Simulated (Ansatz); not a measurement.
A (001) slab of Ag (R-3m (No. 166)), 7 planes, outer planes Ag (top) and Ag (bottom), with 7 atoms (Ag7) in a surface cell of A = 7.463 Å², as cut from the bulk:

```xyz
7
Lattice="2.9356 0.0000 0.0000 -1.4678 2.5423 0.0000 0.0000 0.0000 29.3666" Properties=species:S:1:pos:R:3 pbc="T T T"
Ag    0.0000    0.0000    7.5000
Ag    1.4678    0.8474    9.8929
Ag    0.0000    1.6949   12.2858
Ag    1.4678    0.8474   14.6833
Ag    0.0000    1.6949   17.0762
Ag    0.0000    0.0000   19.4692
Ag    0.0000    1.6949   21.8666
```

All numbers below come from Ansatz 0.2.0, DFT PBE, scalar-relativistic, plane waves, PAW. Cutoff 420 eV; k points 12×12×1 on the computed 7-atom cell (Γ-centred); Gaussian smearing, width 0.10 eV; no spin polarisation.

Against the same 7 atoms in the bulk, the slab as cut lies 0.675 eV higher and the relaxed slab 0.675 eV higher.

(1) Work out the surface energy before and after relaxation.

(2) What is the ideal work of this cut, per area?

## Answers

(1) The slab has two faces, so γ = (E_slab − N·E_bulk)/(2A), the mean of both. As cut: 0.675/(2 × 7.463) = 0.0452 eV/Å², and 1 eV/Å² = 16.02 J/m², so γ = 0.72 J/m². Relaxed: 0.675/(2 × 7.463) = 0.0452 eV/Å² = 0.72 J/m². Relaxation recovers 0.0 % of the cost of cutting.

(2) Griffith's ideal work is 2γ: 1.45 J/m², whether the new faces relax or not. One thickness was run, 7 planes, so γ can still shift with it.

The reference crystal is a form of Ag, which isn't its usual structure.

Cutting this crystal is cheap, at 0.72 J/m², and relaxation returns practically none of that cost. The coordinates show why: the planes are close-packed and differ from ordinary fcc silver only in their stacking sequence, so the face is locally akin to fcc (111). Each surface atom keeps all its in-plane neighbours and loses only those in the adjacent removed plane. The delocalised sp electrons adjust to the cut without directional dangling bonds, and the filled d shell gives little drive for reconstruction. The vanishing energy gain suggests very small displacements, not strictly bulk-like spacings.

Because nearest-neighbour coordination is the same in both stackings, the value should probably lie close to that of fcc Ag(111). It is well below the surface energy usually inferred from experiment for silver, a familiar PBE underestimate for noble metals, probably linked to missing dispersion and an imperfect description of exchange and correlation at the surface. The work of 1.45 J/m² is no measure of toughness, since plastic flow dominates fracture in ductile silver.
